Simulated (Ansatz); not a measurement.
Fitting the PBEsol+D4 energy curve of Ag

The structure is cubic, space group Fm-3m (No. 225). The conventional cell has a = 4.085 Å, b = 4.085 Å, c = 4.085 Å, α = 90.00°, β = 90.00°, γ = 90.00°. Ag (site symmetry m-3m) has 12 Ag at 2.89 Å as nearest neighbours.

The cell was scaled at fixed shape and fractions and run with Ansatz, Ansatz PAW, cutoff 420 eV; PBEsol+D4, k mesh 8 × 8 × 8 on the cell of 1 atom, methfessel-paxton occupations of 0.1 eV, spin-orbit coupling, no magnetisation. The potentials were made for PBE. Energies are those that the program minimises, any entropy of the smearing included. For a metal such a mesh isn't converged to the digits shown.

```csv
V (Å³/atom),energy over the lowest row (meV/atom)
16.0252,2.19
16.3662,0.00
16.7071,3.50
17.0481,12.00
17.3890,?
17.7300,41.38
18.0710,61.20
```

**Question.** Fit the third-order Birch-Murnaghan form, give V0, B0 and B′, and predict the energy left open.

**Answer.** With y = (V0/V)^(2/3), E = E0 + (9 V0 B0/16) [(y - 1)³ B′ + (y - 1)² (6 - 4y)]. Least squares through the rows shown give V0 = 16.3194 Å³/atom, E0 = -0.06 meV, B0 = 130.8 GPa (1 eV/Å³ = 160.218 GPa) and B′ = 5.62, with a largest miss of 0.01 meV. At V = 17.3890 the form with these constants gives 24.81 meV; the run gave 24.81 meV an atom. Other set-ups at this level, from all their volumes (Å³/atom, GPa): Ansatz, all-electron LAPW, relativistic spinors: V0 16.316, B0 130.8. Measured volume: 17.05 Å³/atom at 293.15 K (a printed reference work), so the fit lies -4.3 % from it. The runs are for a static lattice.
